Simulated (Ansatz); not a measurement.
# CuI: band gap under strain

How does strain move the band edges of CuI built on the zincblende prototype, and do the functionals agree on it? States: no strain; +0.5 % biaxial strain in the (111) plane, free along [111]; +2.0 % equal strain in all directions.

The runs shown are made with Ansatz 0.2.0. PAW datasets, plane waves. Computed at 0 K without zero-point motion; spin polarisation is off.

## Step 1: The structure to begin with

The unstrained cell was relaxed with r2SCAN; in each strained cell the atoms were relaxed again with r2SCAN. Names of k-points are those of the unstrained zone, where strain can split equivalent points. First state: no strain.

It is cubic, F-43m (No. 216); conventional cell a = 6.024 Å, 27.33 Å³ an atom. Near Cu stand 4 I at 2.61 Å; near I stand 4 Cu at 2.61 Å.

Structure file:

```xyz
2
Lattice="0.0000 3.0120 3.0120 3.0120 0.0000 3.0120 3.0120 3.0120 0.0000" Properties=species:S:1:pos:R:3 pbc="T T T"
Cu    0.0000    0.0000    0.0000
I     1.5060    1.5060    1.5060
```

## Step 2: No strain: PBE

Contents of input.yaml:

```yaml
crystal:
  lattice:
    - [0.0, 3.012028945, 3.012028945]
    - [3.012028945, 0.0, 3.012028945]
    - [3.012028945, 3.012028945, 0.0]
  atoms:
    - { symbol: Cu, position: [0.0, 0.0, 0.0] }
    - { symbol: I, position: [0.25, 0.25, 0.25] }
kpoints:
  mp_grid: { grid: [8, 8, 8] }
  band_path:
    path:
      - [0.0, 0.0, 0.0]
      - [-0.5, -0.5, 0.0]
      - [-0.375, -0.375, 0.25]
      - [-0.375, 0.0, 0.375]
      - [0.0, 0.0, 0.5]
      - [-0.5, -0.25, 0.25]
    npoints: 1
hamiltonian:
  xc: pbe
scf:
  occupations: { method: fermi_dirac, width: 0.02 }
  n_extra_bands: 4
output:
  forces: true
  stress: true
  eigenvalues: true
  write_density: true
  write_potential: true
  elf: true
  volumetric_format: npy
```

Launch:

```
$ ansatz run input.yaml --threads 2 --pin off --max-ram 2211MiB --backend cpu --events-out ev --progress --plain --runs-dir out
```

After this run come: No strain: r2SCAN; No strain: HSE06; +0.5 % biaxial strain in the (111) plane, free along [111]: PBE; +0.5 % biaxial strain in the (111) plane, free along [111]: r2SCAN; +0.5 % biaxial strain in the (111) plane, free along [111]: HSE06; +2.0 % equal strain in all directions: PBE; +2.0 % equal strain in all directions: r2SCAN; +2.0 % equal strain in all directions: HSE06.

Q: Predict the outcome of this session.

**Answer**, as computed:

Least gap in eV (negative: overlap), with the change from the unstrained cell in brackets:

```
                                                     state  volume change (%)           PBE        r2SCAN         HSE06
                                                 no strain               +0.0          1.17          1.67          2.67
+0.5 % biaxial strain in the (111) plane, free along [111]               +0.6  1.15 (-0.02)  1.64 (-0.03)  2.65 (-0.02)
                     +2.0 % equal strain in all directions               +6.1  1.02 (-0.15)  1.50 (-0.17)  2.55 (-0.12)
```

What this shows: With HSE06, of the states in the table +2.0 % equal strain in all directions shifts the gap most, by -0.115 eV. PBE and HSE06 differ by 1.50 eV on the unstrained gap, and by at most 0.04 eV on its change: PBE follows the response to strain far better than the gap itself. Spin-orbit coupling is left out of the table, though the cell holds I (Z = 53); in an element this heavy it can shift bands and gaps by tenths of an eV.
